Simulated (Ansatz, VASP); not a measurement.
**Sb: VASP beside Ansatz**

```xyz
1
Lattice="-1.5501 1.5501 2.4800 1.5501 -1.5501 2.4800 1.5501 1.5501 -2.4800" Properties=species:S:1:pos:R:3 pbc="T T T"
Sb    0.0000    0.0000    0.0000
```

Change from the starting cell: equal xx and yy strain of +3 %.

Alike in both runs: task single point; functional PBE; k mesh 19 × 19 × 19; occupations fermi-dirac, width 0.05 eV; no spin polarisation.

|  | VASP | Ansatz |
| --- | --- | --- |
| version | VASP 6.6.1 | Ansatz 0.2.0 |
| potentials or method | VASP PAW PBE potentials, release 64 (Sb), cutoff 520 eV | all-electron LAPW, scalar-relativistic |

VASP gave:

* pressure (GPa): 11.7
* largest component of the traceless stress (GPa): 0.21

Task: What did Ansatz give for the same quantities?

Result: Pressure (GPa): 11.8; largest component of the traceless stress (GPa): 0.26.

Ansatz ran all-electron here, so the differences hold the error of VASP's frozen core and of both bases.

The runs have no spin-orbit coupling, so splittings on Sb are missing.
